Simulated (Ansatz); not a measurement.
The calculation used DFT PBE, scalar-relativistic, plane waves, PAW in Ansatz 0.2.0. All cells share a 420 eV cutoff and Γ-centred k meshes spaced at most about 0.3 Å⁻¹ (2π included). No spin polarisation in the final relaxations.

These are static total energies at zero pressure.

Two forms of SnO2 were relaxed alike.

A.

```yaml
crystal:
  lattice:
    - [4.78965, 0.00000, 0.00000]
    - [0.00000, 5.82410, 0.00000]
    - [0.00000, 0.00000, 5.30568]
  atoms:
    - { symbol: Sn, position: [0.50000, 0.66517, 0.75000] }
    - { symbol: Sn, position: [0.00000, 0.83483, 0.25000] }
    - { symbol: Sn, position: [0.50000, 0.33483, 0.25000] }
    - { symbol: Sn, position: [0.00000, 0.16517, 0.75000] }
    - { symbol: O, position: [0.73016, 0.60706, 0.07816] }
    - { symbol: O, position: [0.23016, 0.89294, 0.92184] }
    - { symbol: O, position: [0.76984, 0.89294, 0.57816] }
    - { symbol: O, position: [0.26984, 0.60706, 0.42184] }
    - { symbol: O, position: [0.73016, 0.39294, 0.57816] }
    - { symbol: O, position: [0.23016, 0.10706, 0.42184] }
    - { symbol: O, position: [0.76984, 0.10706, 0.07816] }
    - { symbol: O, position: [0.26984, 0.39294, 0.92184] }
```

B.

```yaml
crystal:
  lattice:
    - [3.22780, 0.00000, 0.00000]
    - [-1.61390, 2.79535, 0.00000]
    - [0.00000, 0.00000, 5.48987]
  atoms:
    - { symbol: Sn, position: [0.00000, 0.00000, 0.00000] }
    - { symbol: O, position: [0.33333, 0.66667, 0.18429] }
    - { symbol: O, position: [0.66667, 0.33333, 0.81571] }
```

Question: Which form is favoured at zero pressure, and by what margin per atom?

Answer: A is lower, by 135 meV/atom. A has space group Pbcn (No. 60), 12.3 Å³/atom and a gap of 1.00 eV on its mesh; B has the cadmium iodide type, space group P-3m1 (No. 164), 16.5 Å³/atom and a gap of 2.30 eV. Counting O atoms around Sn (those within 1.25 times the shortest such distance or 1.15 times the sum of covalent radii, 1.27 where that leaves under three), A and B both have Sn 6. Origin: A is a Materials Project cell, relaxed; B was invented. A third cell relaxed alike, in P4_2/mnm (a measured cell (COD)), lies 18 meV/atom below the lower of the two.

Weakly bound directions are ill-defined at this level, which has no dispersion term (P-3m1), and this can change margins and order among such cells. Kohn–Sham gaps at this level usually fall short of measured ones. Cells relaxed within their symmetry can be saddle points.

The order fits the known chemistry of SnO2: the P4_2/mnm cell is rutile, the ambient ground state, and A is the α-PbO2 type, known as a high-pressure form. Those two differ mainly in whether the edge-sharing chains of octahedra run straight or zigzag, hence the small step of 18 meV/atom between them.

B keeps six-coordinate tin, so its penalty doesn't come from a lost Sn–O neighbour. Each octahedron there shares six edges instead of two, which brings more cations close together, and the oxide ions face one another across the interlayer gap. Small, weakly polarisable oxide screens this arrangement poorly, whereas the more polarisable sulfide makes it favourable in SnS2. The open gap between layers also accounts for B's larger volume, so compression should favour A over B further.

The wider band gap of B is no sign of greater stability. It probably reflects a narrower conduction band, since the Sn 5s states that dominate the band's lower edge overlap less between layers than through a three-dimensional framework.
